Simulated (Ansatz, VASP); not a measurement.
## One calculation of Be, two programs

```
Be
1.0
    -0.95800    0.95800    0.95800
     0.95800   -0.95800    0.95800
     0.95800    0.95800   -0.95800
Be
1
Direct
  0.00000 0.00000 0.00000
```

Change from the starting cell: volume scaled by 0.45, LAPW.

Alike in both runs: task single point; functional PBE; k mesh 21 × 21 × 21; occupations fermi-dirac, width 0.08 eV; no spin polarisation.

|  | VASP | Ansatz |
| --- | --- | --- |
| version | VASP 6.6.1 | Ansatz 0.2.0 |
| potentials or method | VASP PAW PBE potentials, release 64 (Be), cutoff 520 eV | all-electron LAPW, scalar-relativistic |

```tsv
	VASP	Ansatz	Ansatz less VASP
pressure (GPa)	372.7	369.2	-3.51
```

Ansatz ran all-electron here, so the differences hold the error of VASP's frozen core and of both bases.

Caveats: the cell as given lies far from equilibrium; so large a pressure means that the cell lies far from this level's equilibrium, or that cutoff or potentials fall short (VASP).
